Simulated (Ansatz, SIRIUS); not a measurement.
**Si: 3 runs at one level of theory**

```
CELL_PARAMETERS angstrom
3.83132 0.00000 0.00000
-1.91566 3.31802 0.00000
0.00000 0.00000 6.33262
ATOMIC_POSITIONS crystal
Si 0.66667 0.33333 0.93699
Si 0.33333 0.66667 0.43699
Si 0.66667 0.33333 0.56301
Si 0.33333 0.66667 0.06301
```

This isn't the form of Si at room conditions, which is diamond.

Alike in all runs: task band structure; functional PBEsol; k mesh 8 × 8 × 4; occupations fermi-dirac, width 0.05 eV; no spin polarisation; no spin-orbit coupling. Pressure is positive in compression and, in plane waves, holds the error of the finite cutoff, which Ansatz's Pulay term estimates and takes out. Gaps are the smaller of the mesh's and the band path's.

| program and potentials | plane-wave cutoff (eV) | notes | band gap (eV) | pressure (GPa) |
| --- | --- | --- | --- | --- |
| Ansatz, Ansatz PAW | 420 | potentials made for PBE, which Ansatz adapts in part; Pulay term of +0.03 GPa included | 0.30 | -0.43 |
| SIRIUS, all-electron FP-LAPW, apw+lo standard | - | - | 0.31 | - |
| Ansatz, all-electron LAPW, scalar-relativistic | - | - | 0.31 | -0.47 |

The band gap spans 0.30 (Ansatz, Ansatz PAW) to 0.31 eV (SIRIUS, all-electron FP-LAPW, apw+lo standard), with all-electron results at 0.31. The pressure spans -0.47 (Ansatz, all-electron LAPW, scalar-relativistic) to -0.43 GPa (Ansatz, Ansatz PAW), with all-electron results at -0.47.

The functional is the same throughout but for its coding, so the spread measures potentials, basis and numerics; runs on potential files found faulty are left out.

The cell is hexagonal diamond (lonsdaleite) silicon, in which every atom keeps the tetrahedral sp3 bonding of the cubic form and only the stacking of the layers differs. All three runs make it a narrow-gap semiconductor, with a gap between bonding and antibonding sp3 states. The changed stacking alters the folding and coupling of the conduction states, which is why the gap is expected to be smaller than in cubic silicon.

The close agreement between PAW and the all-electron results shows that the treatment of the core hardly affects the gap, but it doesn't make 0.31 eV a reliable estimate of the quasiparticle gap. That should be considerably larger, since a semilocal Kohn-Sham gap lacks the derivative discontinuity of the exchange-correlation potential.

The negative pressures mean that the cell is slightly larger than PBEsol favours and would contract on relaxation, though only a little in so stiff a covalent network. The gap values alone don't show whether the gap is direct or indirect, which matters for light emission.
